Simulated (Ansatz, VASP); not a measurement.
## WS2 in VASP and in Ansatz

```
W S
1.0
     3.24719    0.00000    0.00000
    -1.62359    2.81215    0.00000
     0.00000    0.00000   16.95058
W S
1 2
Direct
  0.00000 0.00000 0.00000
  0.33333 0.66667 0.09200
  0.33333 0.66667 0.90800
```

Change from the starting cell: strain_xy = 0.02.

Alike in both runs: functional PBEsol; k mesh 10 × 10 × 2; occupations fermi-dirac, width 0.05 eV; no spin polarisation.

|  | VASP | Ansatz |
| --- | --- | --- |
| version | VASP 6.6.1 | Ansatz 0.2.0 |
| potentials or method | VASP PAW PBE potentials, release 64 (W_sv, S), cutoff 520 eV | all-electron LAPW, scalar-relativistic |
| task | single point | band structure |

VASP gave:

| Item | Value |
| --- | --- |
| gap on the k mesh at the Fermi level (eV) | 1.64 |
| least direct gap on the mesh (eV) | 1.94 |
| rms of the force components (eV/Å) | 0.246 |

Which values does Ansatz return?

gap on the k mesh at the Fermi level (eV): 1.63; least direct gap on the mesh (eV): 1.94; rms of the force components (eV/Å): 0.253.

Atom by atom the forces differ by 0.007 eV/Å (rms over components). Ansatz ran all-electron here, so the differences hold the error of VASP's frozen core and of both bases.

Caveats: spin-orbit coupling is left out, which moves the levels of the heavy elements; the PAW data sets were made with another functional, which shifts forces and pressure a little (VASP).
